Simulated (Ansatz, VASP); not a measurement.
# Hg in VASP and in Ansatz

INCAR

```
SYSTEM = Hg
PREC = Accurate
ENCUT = 600
EDIFF = 1E-6
ISMEAR = 0
SIGMA = 0.02
LREAL = .False.
LASPH = .True.
NELM = 100
ALGO = Fast
ISIF = 3
LWAVE = .False.
LCHARG = .False.
GGA = PE
IBRION = 2
NSW = 100
EDIFFG = -0.01
```

The input KPOINTS:

```
regular mesh
0
Gamma
  8 8 8
  0 0 0
```

Contents of POSCAR:

```
Hg
1.0
    0.0000000000      3.8303866714      3.8303866714
    3.8303866714      0.0000000000      3.8303866714
    3.8303866714      3.8303866714      0.0000000000
Hg
2
Direct
    0.5000000000      0.5000000000      0.5000000000
    0.7500000000      0.7500000000      0.7500000000
```

Input for Ansatz:

```yaml
crystal:
  lattice:
    - [0.0, 3.8303866714, 3.8303866714]
    - [3.8303866714, 0.0, 3.8303866714]
    - [3.8303866714, 3.8303866714, 0.0]
  atoms:
    - { symbol: Hg, position: [0.5, 0.5, 0.5] }
    - { symbol: Hg, position: [0.75, 0.75, 0.75] }
basis:
  ecutwfc: 420
kpoints:
  mp_grid: { grid: [8, 8, 8] }
hamiltonian:
  xc: pbe
scf:
  occupations: { method: gaussian, width: 0.02 }
output:
  forces: true
  stress: true
  eigenvalues: true
relax:
  adjacent_minimum: "off"
  f_tol: 0.01
  max_steps: 80
  cell: { stress_tol: 0.05 }
```

Alike in both runs: task relaxation of cell and atoms; functional PBE; k mesh 8 × 8 × 8; occupations gaussian, width 0.02 eV; no spin polarisation.

|  | VASP | Ansatz |
| --- | --- | --- |
| version | VASP 6.6.1 | Ansatz 0.2.0 |
| potentials or method | VASP PAW PBE potentials, release 64 (Hg) | scalar-relativistic, plane waves, PAW |
| plane-wave cutoff (eV) | 600 | 420 |
| valence electrons in the cell | 24 | 40 |

```csv
,VASP,Ansatz,Ansatz less VASP
"gap on the k mesh at the Fermi level, each at its own relaxed structure (eV)",0.53,0.47,-0.061
relaxed volume (Å³/atom),56.63,56.20,-0.436
relaxed cell length with the largest relative difference (Å),5.431,5.417,-0.0140
```

The two sets of potentials don't hold the same shells in valence.

Caveats: spin-orbit coupling is left out, which moves the levels of the heavy elements. PBE gaps usually lie below the measured ones, often by a third to a half. A k mesh can miss the band edges.
